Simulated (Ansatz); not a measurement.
# 1T-VClI bilayer (like faces together) in a perpendicular field, part 2 of 3

Wanted: the out-of-plane response of the 1T-VClI bilayer (like faces together). A positive field points along +c.

Ansatz 0.2.0; plane-wave DFT, PBE-D3(BJ), Ansatz PAW.

So far. Step 2 (Relaxing the slab): The lattice constant a goes from 3.783 to 3.840 Å.

**3. Atoms held, field 0**

A sawtooth potential applies the field, turning back in the middle of the vacuum. With the dipole correction the typed value is the field outside the slab. The induced dipole is small, so the SCF threshold is tight.

The cell differs from the one that the last finished run ended in (c 49.411 → 26.686 Å).

The input, input.yaml:

```yaml
crystal:
  lattice:
    - [3.8400474932, 0.0, 0.0]
    - [-1.9200237466, 3.3255786808, 0.0]
    - [0.0, 0.0, 26.6862148841]
  atoms:
    - { symbol: I, position: [0.6666666667, 0.3333333333, 0.3372527741], spin: -0.03 }
    - { symbol: V, position: [0.0, 0.0, 0.4006010599], spin: 2.47 }
    - { symbol: Cl, position: [0.3333333333, 0.6666666667, 0.4462013105] }
    - { symbol: I, position: [0.0, 0.0, 0.6627472259], spin: 0.03 }
    - { symbol: V, position: [0.3333333333, 0.6666666667, 0.5994142725], spin: -2.47 }
    - { symbol: Cl, position: [0.6666666667, 0.3333333333, 0.5537704717] }
magnetization:
  spin_polarized: true
kpoints:
  mp_grid: { grid: [12, 12, 1] }
  band_path:
    path: [[0, 0, 0], [0.5, 0, 0], [0.33333333, 0.33333333, 0], [0, 0, 0]]
    npoints: 16
hamiltonian:
  xc: pbe
  dispersion: d3bj
scf:
  occupations: { method: fermi_dirac, width: 0.05 }
  convergence: { dr2_threshold: 1.0e-10 }
efield:
  axis: 3
  dipole_correction: true
  ramp_position: 0.97
  ramp_width: 0.06
  amplitude: 0
output:
  dos: { projected: true, e_range: [-6, 5] }
  bader: true
  write_potential: true
  write_density: true
  volumetric_format: npy
  elf: true
```

Started as:

```sh
ansatz run input.yaml --threads 4 --pin off --max-ram 6144MiB --backend cpu --events-out ev --progress --plain --runs-dir out
```

Numbers of over 12 decimals in the logs are rounded to 6 here.

The program printed:

```text
[...]
Crystal: 6 atoms, lattice volume = 340.793 Å³
Basis set: ecut = 420 eV, 6617 PW (Γ)
Bands: 48, of which v1, the nominal top of the filled ones, is band 37 counted from 1 (36 counted from 0)
Symmetry: 6 space group operations
k-points: 19 of 144 (time reversal used)
[...]
Starting moments: Σ|m| = 5 μB on 4 of 6 sites
[...]
SCF iter   1: F=—  HF=-23014.167895 eV  |F-HF|=—  |Δ(HF+E_count)|=         —  Δρ=2.09e-2 (↑2.09e-2 ↓2.09e-2)  dr2=3.12e0  dr2_m=8.39e-1  M=0.000 μB ∫|m|=6.343 μB  β_m=0.30  ethr=3.10e-3  p=-0.000 e·Å  D=-5.27e-11 V/Å  ΔV_dip=0.00 eV  dr2_dipole=2.67e-5  V_vac-E_F(+/−)=4.57/4.57 eV  ⟨swp⟩=11.9  Hψ=9121  notcnv=0  defer=14
[...]
efield: sawtooth ramp at fractional position 0.9700 (set: `efield.ramp_position`, or a place that a band, a saddle search or an elastic batch's reference lends), width 0.0600; the density the first Hamiltonian is built on has a dipole p = -0.000 e·Å; the dipole correction subtracts the counter field D = -5.27e-11 V/Å, which shifts the + side's vacuum level by +0.00 eV against the − side's; the planar-averaged density in the ramp window peaks in size at 1.1e-5 e/Å³
[...]
SCF iter   2: F=—  HF=-23014.911789 eV  |F-HF|=—  |Δ(HF+E_count)|=   7.44e-1  Δρ=1.32e-2 (↑1.32e-2 ↓1.32e-2)  dr2=7.40e-1  dr2_m=3.42e-1  M=0.000 μB ∫|m|=6.265 μB  β_m=0.30  ethr=3.10e-3  p=-0.001 e·Å  D=-5.75e-4 V/Å  ΔV_dip=0.02 eV  dr2_dipole=6.64e-6  V_vac-E_F(+/−)=3.85/3.83 eV  ⟨swp⟩=3.0  Hψ=2673  notcnv=0  defer=140  κ⁻¹=1.0e0(r=1)
density mixer auto → broyden: gapped, with many states about μ (density of states about μ 0.74 of a free-electron gas's, 70 screened modes)
SCF iter   3: F=—  HF=-23015.578197 eV  |F-HF|=—  |Δ(HF+E_count)|=   6.66e-1  Δρ=6.20e-3 (↑6.20e-3 ↓6.20e-3)  dr2=1.30e-1  dr2_m=7.04e-2  M=0.000 μB ∫|m|=6.248 μB  β_m=0.30  ethr=1.00e-3  p=-0.002 e·Å  D=-1.09e-3 V/Å  ΔV_dip=0.03 eV  dr2_dipole=6.00e-7  V_vac-E_F(+/−)=3.49/3.46 eV  ⟨swp⟩=3.2  Hψ=2830  notcnv=0  defer=140  κ⁻¹=1.9e-2(r=2)
[...]
SCF iter  16: F=-23015.815368 eV  HF=-23015.815368 eV  |F-HF|=3.27e-11  |Δ(HF+E_count)|=  1.06e-10  Δρ=5.86e-8 (↑5.86e-8 ↓5.77e-8)  dr2=3.57e-11  dr2_m=7.45e-13  M=0.000 μB ∫|m|=6.289 μB  ethr=1.00e-12  p=-0.002 e·Å  D=-1.24e-3 V/Å  ΔV_dip=0.03 eV  dr2_dipole=6.10e-16  V_vac-E_F(+/−)=3.61/3.58 eV  ⟨swp⟩=14.5  Hψ=6664  notcnv=0
SCF 1 converged in 16 iterations: F = -23015.815368 eV  dr2 = 3.57e-11
[...]
this state was not tested for a lower state beside it, because the mixer in use, unlike msr1, does not test its closes by its own steps (another_mixer; see scf.mixing.algorithm and scf.lower_state_search)
NSCF: frozen V_eff on 49 k-points
efield: sawtooth ramp at fractional position 0.9700 (kept from the solve that this one continues, or follows in the run), width 0.0600; the density the first Hamiltonian is built on has a dipole p = -0.002 e·Å; the dipole correction subtracts the counter field D = -1.24e-3 V/Å, which shifts the + side's vacuum level by +0.03 eV against the − side's; the planar-averaged density in the ramp window peaks in size at 1.0e-5 e/Å³
SCF converged after 16 iterations
Magnetization: 0.0000 μB (37.0000 up, 37.0000 down)
Absolute magnetization: 6.2906 μB (∫|ρ↑−ρ↓|, with the PAW one-centre terms)
[...]
Per-site moments (μB) at R_I (Å): [(-0.030109, 1.150069), (2.470419, 1.043239), (0.00418115, 1.043239), (0.030249, 1.149967), (-2.471654, 1.043469), (-0.00494399, 1.043469)]
Free energy (F): -23015.815368 eV
[...]
Internal energy: -23015.815363 eV  (E = F + TS)
E sigma→0 (E₀):  -23015.815365 eV
Entropy (-TS):   -0.000005 eV (-0.001 meV/atom)
Fermi energy:    2.057527 eV
Dipole field:    D = -0.001242 V/Å  (p = -0.002340 e·Å, saw-weighted, corrected)
Work function:   Φ+ = 3.6083 eV   Φ− = 3.5752 eV
Levels:          The Fermi level and band energies are counted from a zero that moves with the ramp; work functions are not
[...]
--- Band table (eV; the first three rows and the last of 38) ---
  k-point 0 ↑: bands = [... 33 lower, -0.3449, 0.7881, 0.7881, 1.1261, 3.1344, 3.1344, 3.3218, 3.3218, ... 7 higher]
  k-point 1 ↑: bands = [... 33 lower, -0.4323, 0.8177, 0.8847, 1.2112, 2.9479, 3.1015, 3.2953, 3.4249, ... 7 higher]
  k-point 2 ↑: bands = [... 33 lower, -0.6490, 0.7867, 1.0646, 1.3378, 2.7083, 3.0409, 3.2160, 3.6818, ... 7 higher]
  k-point 18 ↓: bands = [... 33 lower, -1.8614, 1.0680, 1.1787, 1.4709, 2.6407, 3.2752, 3.7344, 3.7547, ... 7 higher]
--- Bader charges: 6 sites ---
  site symbol  charge [e]  shift [e]    m [muB]
     0      I     -0.5143     0.0000     0.0878
     1      V      1.2135     0.0007     2.7684
     2     Cl     -0.6998     0.0008     0.1374
     3      I     -0.5144     0.0000    -0.0879
     4      V      1.2138     0.0007    -2.7689
     5     Cl     -0.6988     0.0008    -0.1369
  estimated error of the sums over rays = 2.9e-4 e
```

The job ended after 20 s (4 threads of AMD EPYC 9R45, shared host; peak memory 1.3 GiB).

This step gave:

```
dipole along the normal           : -0.002340 e·Å
gap along the path                : 1.134 eV
step between the vacuum levels    : 0.03316 eV
ionisation energy, upper face     : 4.195 eV
electron affinity, upper face     : 3.061 eV
ionisation energy, lower face     : 4.162 eV
gap, the smaller of path and mesh : 1.134 eV
```

Running mean over a fixed 2.5 Å (it still follows the layers) of the planar mean; the ramp of the sawtooth is left out. The electron's electrostatic potential energy less the Fermi level by z:

| z (Å) | electron's electrostatic potential energy less the Fermi level (eV) |
| --- | --- |
| 3.5 | 3.58 |
| 4.0 | 3.58 |
| 4.5 | 3.57 |
| 5.0 | 3.57 |
| 5.5 | 3.56 |
| 6.0 | 3.53 |
| 6.5 | 3.37 |
| 7.0 | 2.66 |
| 7.5 | 1.26 |
| 8.0 | -0.176 |
| 8.5 | -1.81 |
| 9.0 | -3.39 |
| 9.5 | -4.70 |
| 10.0 | -5.35 |
| 10.5 | -6.06 |
| 11.0 | -6.36 |
| 11.5 | -5.53 |
| 12.0 | -3.69 |
| 12.5 | -1.69 |
| 13.0 | -0.0763 |
| 13.5 | 0.225 |
| 14.0 | -0.972 |
| 14.5 | -2.92 |
| 15.0 | -4.87 |
| 15.5 | -6.18 |
| 16.0 | -6.23 |
| 16.5 | -5.58 |
| 17.0 | -4.93 |
| 17.5 | -3.93 |
| 18.0 | -2.36 |
| 18.5 | -0.738 |
| 19.0 | 0.763 |
| 19.5 | 2.21 |
| 20.0 | 3.24 |
| 20.5 | 3.53 |
| 21.0 | 3.59 |
| 21.5 | 3.60 |
| 22.0 | 3.61 |
| 22.5 | 3.61 |
| 23.0 | 3.61 |
| 23.5 | 3.61 |

The density of states has structure finer than the step of the table below, so its rows give means over 0.25 eV, whole bins alone (the curve runs from -6 to 2.52 eV). Peaks (eV: height): total -5.310: 15.9, -4.900: 17.5, -4.650: 23.2, -0.760: 14.8, -0.680: 15.6, 1.690: 13.6, 2.130: 13.9; up -5.390: 7.32, -5.310: 7.91, -4.900: 6.96, -4.650: 10.3, -0.790: 7.13, -0.680: 10.0, 2.130: 9.57; down -4.900: 10.6, -4.650: 12.9, -3.900: 8.19, -0.730: 8.85, -0.650: 10.6, 1.690: 9.11, 1.970: 8.84.

Density of states against energy, zero at the Fermi level of the run, which the smearing sets inside the gap; means over each step; values in states/eV a cell:

| energy (eV) | total | up | down |
| --- | --- | --- | --- |
| -5.75 | 4.79 | 2.62 | 2.17 |
| -5.50 | 7.81 | 4.17 | 3.65 |
| -5.25 | 9.01 | 4.20 | 4.80 |
| -5.00 | 7.53 | 3.97 | 3.56 |
| -4.75 | 6.63 | 3.10 | 3.53 |
| -4.50 | 2.73 | 1.49 | 1.25 |
| -4.25 | 3.14 | 1.58 | 1.56 |
| -4.00 | 8.40 | 4.04 | 4.36 |
| -3.75 | 9.56 | 4.90 | 4.67 |
| -3.50 | 6.27 | 3.10 | 3.17 |
| -3.25 | 3.12 | 1.58 | 1.54 |
| -3.00 | 2.05 | 1.03 | 1.02 |
| -2.75 | 1.56 | 0.774 | 0.789 |
| -2.50 | 0.598 | 0.313 | 0.285 |
| -2.25 | 0 | 0 | 0 |
| -2.00 | 0 | 0 | 0 |
| -1.75 | 0 | 0 | 0 |
| -1.50 | 0.785 | 0.559 | 0.225 |
| -1.25 | 6.50 | 3.40 | 3.11 |
| -1.00 | 2.91 | 1.49 | 1.42 |
| -0.75 | 11.4 | 5.69 | 5.66 |
| -0.50 | 0.737 | 0.0452 | 0.692 |
| -0.25 | 0 | 0 | 0 |
| 0.00 | 0 | 0 | 0 |
| 0.25 | 0 | 0 | 0 |
| 0.50 | 0.899 | 0.618 | 0.280 |
| 0.75 | 7.01 | 3.45 | 3.56 |
| 1.00 | 8.44 | 4.10 | 4.34 |
| 1.25 | 6.67 | 3.30 | 3.38 |
| 1.50 | 2.49 | 1.06 | 1.43 |
| 1.75 | 8.58 | 3.78 | 4.80 |
| 2.00 | 9.77 | 4.88 | 4.89 |
| 2.25 | 8.69 | 4.69 | 3.99 |

Projected DOS per atom over height of the atomic layer and energy from the Fermi level. Layers: I V Cl Cl V I from below.

Values in states/eV, 22 rows by 6 columns, each cell a mean:
```
0.20 2.80 0.15 0.17 3.19 0.22
0.23 4.05 0.22 0.21 3.94 0.23
0.13 2.15 0.05 0.04 1.96 0.11
0.29 2.80 0.16 0.19 3.09 0.34
0.41 2.88 0.28 0.26 2.64 0.37
0.04 0.30 0.03 0.01 0.13 0.02
0.00 0.00 0.00 0.00 0.00 0.00
0.00 0.00 0.00 0.00 0.04 0.00
0.21 4.31 0.15 0.15 4.36 0.21
0.08 2.26 0.07 0.08 2.36 0.08
0.01 0.50 0.03 0.02 0.30 0.01
0.00 0.00 0.00 0.00 0.00 0.00
0.04 0.00 0.00 0.01 0.01 0.06
0.53 0.08 0.05 0.05 0.09 0.57
0.90 0.16 0.08 0.09 0.17 0.95
2.15 0.30 0.43 0.50 0.32 2.31
3.34 0.45 0.76 0.73 0.46 3.31
1.33 0.23 0.29 0.27 0.21 1.16
1.15 0.22 0.95 1.07 0.21 1.20
0.89 0.33 1.97 2.24 0.38 0.87
0.62 0.49 3.49 3.26 0.45 0.52
1.12 0.30 1.84 1.93 0.33 1.19
```
Columns: height of the atomic layer (Å) from 9 to 17.7 (not evenly spaced); rows upwards: energy from the Fermi level (eV) from -5.96 to 2.5.

Projected DOS per atom, spin up over height of the atomic layer and energy from the Fermi level. Layers: I V Cl Cl V I from below.

Ten even steps from '0' (0.00 states/eV) to '9' (4.31 states/eV), each cell a mean:
```
000070
000090
000040
020030
050000
000000
000000
000000
090000
050000
010000
000000
000000
000000
000001
200003
300003
100001
000101
101300
004300
001201
```
Columns: height of the atomic layer (Å) from 9 to 17.7 (not evenly spaced); rows upwards: energy from the Fermi level (eV) from -5.96 to 2.5.

Projected DOS per atom, spin down over height of the atomic layer and energy from the Fermi level. Layers: I V Cl Cl V I from below.

Ten even steps from '0' (0.00 states/eV) to '9' (4.36 states/eV), each cell a mean:
```
060000
090000
040000
030030
010050
000000
000000
000000
000090
000050
000000
000000
000000
000000
100000
200002
300003
100001
101001
002101
003400
102100
```
Columns: height of the atomic layer (Å) from 9 to 17.7 (not evenly spaced); rows upwards: energy from the Fermi level (eV) from -5.96 to 2.5.

Deep bands are left out, so band numbers here count from the lowest band kept and differ from the log's. Electronic bands along the path, in eV, zero at the Fermi level of the run, which the smearing sets inside the gap; # counts the bands kept:

| point | up #14 | up #15 | up #16 | up #17 | down #14 | down #15 | down #16 | down #17 |
| --- | --- | --- | --- | --- | --- | --- | --- | --- |
| Γ | -1.27 | -0.93 | 1.08 | 1.08 | -1.23 | -0.90 | 1.11 | 1.11 |
| halfway | -0.86 | -0.67 | 0.63 | 0.96 | -0.82 | -0.64 | 0.66 | 0.99 |
| M | -0.75 | -0.73 | 0.78 | 1.02 | -0.71 | -0.70 | 0.74 | 1.06 |
| halfway | -0.83 | -0.67 | 0.68 | 1.16 | -0.79 | -0.64 | 0.71 | 1.17 |
| K | -0.91 | -0.62 | 0.55 | 1.21 | -0.88 | -0.59 | 0.58 | 1.22 |
| halfway | -0.89 | -0.65 | 0.67 | 0.81 | -0.86 | -0.62 | 0.70 | 0.84 |
| Γ | -1.27 | -0.93 | 1.08 | 1.08 | -1.23 | -0.90 | 1.11 | 1.11 |

Spin density in the ca plane at fractional y = 0.000, with atoms of V and I within 0.2 Å of it.

Ten even steps from '0' (-0.1 e/Å³) to '9' (2.6 e/Å³), each cell a mean:
```
00000000000000000013773100000000000000000000
00000000000000000001221000000000000000000000
00000000000000000000000000000000000000000000
00000000000000000000000000000000000000000000
00000000000000000000000000000000000000000000
00000000000000000000000000000000000000000000
00000000000000000000000000000000000000000000
00000000000000000000110000000000000000000000
00000000000000000001441000000000000000000000
00000000000000000014994100000000000000000000
```
Columns run along c (16.0 Å, from fractional 0.12 to 0.72 of the cell), rows up along a (3.8 Å). Atoms in or near the plane, at fractional coordinates: V at (0.40, 0.00), I at (0.66, 0.00).

Valence density in the ca plane at fractional y = 0.000, with atoms of V and I within 0.2 Å of it. It is the smooth field of the valence electrons, not physical close to the nuclei.

Ten steps, logarithmic in the rise over the least value, from '0' (0 e/Å³) to '9' (16 e/Å³), each cell a mean:
```
01147985200000000000124799632000000000000000
11124652100000000000123465421000000000000000
11111221110000001111112233210000000000000000
22211111211000012211111111100000000000000000
22211112221000112222111110000000000000000000
22211111221000112221111111000000000000000000
22211111111000011111111222110000000000000000
11123432110000000001112344321000000000000000
01136874100000000000123687531000000000000000
01258986200000000000124899732000000000000000
```
Columns run along c (16.0 Å, from fractional 0.33 to 0.93 of the cell), rows up along a (3.8 Å). Atoms in or near the plane, at fractional coordinates: V at (0.40, 0.00), I at (0.66, 0.00).

Electrostatic potential energy in the ca plane at fractional y = 0.000, with atoms of V and I within 0.2 Å of it. With pseudopotentials it is smooth inside the atoms' cores, unlike the true potential.

Ten even steps from '0' (-22 eV) to '9' (6 eV), each cell a mean:
```
99999999999999999830000379999999999984189516
99999999999999999862002689999999999986212137
99999999999999988887657889999999988888644579
99999999999999876788888889999998887778888899
99999999999998765688998888999998777678899999
99999999999999765688998888999998877778899999
99999999999999887888778889999999888888877789
99999999999999998875225789999999999887411258
99999999999999999850000589999999999985146327
99999999999999999730000379999999999983299715
```
Columns run along c (16.0 Å, from fractional 0.12 to 0.72 of the cell; values clipped at the 3rd and 97th percentile), rows up along a (3.8 Å). Atoms in or near the plane, at fractional coordinates: V at (0.40, 0.00), I at (0.66, 0.00).

The gap is 1.13 eV, with the valence edge 4.20 eV and the conduction edge 3.06 eV under the upper vacuum level. Spin-orbit coupling, left out in this run, matters for the bands of elements this heavy.

**4. Single point, field 0.05 V/Å**

input.yaml: that of step 3 with these lines changed.

```diff
@@ -30,6 +30,4 @@
   ramp_width: 0.06
-  amplitude: 0
+  amplitude: 0.05
 output:
-  dos: { projected: true, e_range: [-6, 5] }
-  bader: true
   write_potential: true
@@ -37,2 +35 @@
   volumetric_format: npy
-  elf: true
```

The program printed:

```text
[...]
Crystal: 6 atoms, lattice volume = 340.793 Å³
Basis set: ecut = 420 eV, 6617 PW (Γ)
Bands: 48, of which v1, the nominal top of the filled ones, is band 37 counted from 1 (36 counted from 0)
Symmetry: 6 space group operations
k-points: 19 of 144 (time reversal used)
[...]
Starting moments: Σ|m| = 5 μB on 4 of 6 sites
[...]
k-point 1 ↑: bands = [... 33 lower, -0.3841, 0.7755, 0.8424, 1.1698, 2.9056, 3.0588, 3.3368, 3.4665, ... 7 higher]
  k-point 2 ↑: bands = [... 33 lower, -0.6004, 0.7448, 1.0222, 1.2960, 2.6659, 2.9981, 3.2577, 3.7237, ... 7 higher]
  k-point 18 ↓: bands = [... 33 lower, -1.9118, 1.1088, 1.2213, 1.5130, 2.6844, 3.3143, 3.6914, 3.7174, ... 7 higher]
[key lines of the parts left out:]
SCF converged after 16 iterations
Magnetization: 0.0000 μB (37.0000 up, 37.0000 down)
Free energy (F): -23015.816061 eV
Fermi energy:    2.057461 eV
Dipole field:    D = 0.015968 V/Å  (p = 0.030072 e·Å, saw-weighted, corrected)
```

It took 14 s on 4 threads; peak memory 1.3 GiB; 55 s of CPU time.

The dipole is 0.0301 e·Å, 0.0324 e·Å from its value without field, and the gap 1.048 eV.

**5. Single point, field -0.05 V/Å**

input.yaml: that of step 4 with these lines changed.

```diff
@@ -30,3 +30,3 @@
   ramp_width: 0.06
-  amplitude: 0.05
+  amplitude: -0.05
 output:
```

The program printed:

```text
[...]
Crystal: 6 atoms, lattice volume = 340.793 Å³
Basis set: ecut = 420 eV, 6617 PW (Γ)
Bands: 48, of which v1, the nominal top of the filled ones, is band 37 counted from 1 (36 counted from 0)
Symmetry: 6 space group operations
k-points: 19 of 144 (time reversal used)
[...]
Starting moments: Σ|m| = 5 μB on 4 of 6 sites
[...]
k-point 1 ↑: bands = [... 33 lower, -0.4803, 0.8596, 0.9267, 1.2525, 2.9897, 3.1437, 3.2537, 3.3834, ... 7 higher]
  k-point 2 ↑: bands = [... 33 lower, -0.6976, 0.8284, 1.1068, 1.3793, 2.7503, 3.0834, 3.1741, 3.6398, ... 7 higher]
  k-point 18 ↓: bands = [... 33 lower, -1.8109, 1.0269, 1.1359, 1.4286, 2.5969, 3.2350, 3.7772, 3.7926, ... 7 higher]
[key lines of the parts left out:]
SCF converged after 15 iterations
Magnetization: -0.0000 μB (37.0000 up, 37.0000 down)
Free energy (F): -23015.816295 eV
Fermi energy:    2.056460 eV
Dipole field:    D = -0.018453 V/Å  (p = -0.034754 e·Å, saw-weighted, corrected)
```

The job ended after 15 s (4 threads; peak memory 1.3 GiB).

The dipole is -0.0348 e·Å, -0.0324 e·Å from its value without field, and the gap 1.119 eV.

**6. Single point, field 0.1 V/Å**

input.yaml: that of step 5 with these lines changed.

```diff
@@ -30,3 +30,3 @@
   ramp_width: 0.06
-  amplitude: -0.05
+  amplitude: 0.1
 output:
```

The program printed:

```text
[...]
Crystal: 6 atoms, lattice volume = 340.793 Å³
Basis set: ecut = 420 eV, 6617 PW (Γ)
Bands: 48, of which v1, the nominal top of the filled ones, is band 37 counted from 1 (36 counted from 0)
Symmetry: 6 space group operations
k-points: 19 of 144 (time reversal used)
[...]
Starting moments: Σ|m| = 5 μB on 4 of 6 sites
[...]
k-point 1 ↑: bands = [... 33 lower, -0.3360, 0.7332, 0.8000, 1.1282, 2.8629, 3.0159, 3.3782, 3.5078, ... 7 higher]
  k-point 2 ↑: bands = [... 33 lower, -0.5521, 0.7027, 0.9796, 1.2541, 2.6233, 2.9552, 3.2990, 3.7652, ... 7 higher]
  k-point 18 ↓: bands = [... 33 lower, -1.9224, 1.1494, 1.2636, 1.5549, 2.7278, 3.3516, 3.6482, 3.6815, ... 7 higher]
[key lines of the parts left out:]
SCF converged after 16 iterations
Magnetization: 0.0000 μB (37.0000 up, 37.0000 down)
Free energy (F): -23015.818375 eV
Fermi energy:    2.056682 eV
Dipole field:    D = 0.033182 V/Å  (p = 0.062494 e·Å, saw-weighted, corrected)
```

It took 13 s on 4 threads; peak memory 1.3 GiB.

The dipole is 0.0625 e·Å, 0.0648 e·Å from its value without field, and the gap 0.962 eV.

**7. Single point, field 0.2 V/Å**

input.yaml: that of step 6 with these lines changed.

```diff
@@ -30,3 +30,3 @@
   ramp_width: 0.06
-  amplitude: 0.1
+  amplitude: 0.2
 output:
```

The program printed:

```text
[...]
Crystal: 6 atoms, lattice volume = 340.793 Å³
Basis set: ecut = 420 eV, 6617 PW (Γ)
Bands: 48, of which v1, the nominal top of the filled ones, is band 37 counted from 1 (36 counted from 0)
Symmetry: 6 space group operations
k-points: 19 of 144 (time reversal used)
[...]
Starting moments: Σ|m| = 5 μB on 4 of 6 sites
[...]
k-point 1 ↑: bands = [... 33 lower, -0.2410, 0.6486, 0.7152, 1.0451, 2.7773, 2.9300, 3.4597, 3.5893, ... 7 higher]
  k-point 2 ↑: bands = [... 33 lower, -0.4566, 0.6185, 0.8945, 1.1703, 2.5378, 2.8692, 3.3805, 3.8471, ... 7 higher]
  k-point 18 ↓: bands = [... 33 lower, -1.8223, 1.2294, 1.3470, 1.6373, 2.8131, 3.4138, 3.5617, 3.6027, ... 7 higher]
[key lines of the parts left out:]
SCF converged after 16 iterations
Magnetization: 0.0002 μB (37.0001 up, 36.9999 down)
Free energy (F): -23015.827871 eV
Fermi energy:    2.054255 eV
Dipole field:    D = 0.067669 V/Å  (p = 0.127444 e·Å, saw-weighted, corrected)
```

It took 14 s on 4 threads; peak memory 1.3 GiB; 55 s of CPU time.

The dipole is 0.127 e·Å, 0.130 e·Å from its value without field, and the gap 0.792 eV.

(Part 2 of 3 ends here.)

[Logs are printed without paths, hosts, clocks, repeated set-up lines and the standing remarks that a program may print on its own settings, such as how far it seeks lower states.]

[Hosts, paths, dates, database ids (printed as entryN), source tags and the programs' standing remarks are cut or masked in the printed files.]

[Maps of the electrostatic potential energy from Ansatz leave out the sawtooth potential of an applied field or a dipole correction, so their vacuum need not be flat; planar profiles and work functions include it.]

[The density of states shown here was stored with 400 of the rows of the run's finer table, so its peaks can read low, often by over a quarter, or be missed, and its means over a window can be off by a tenth or more.]
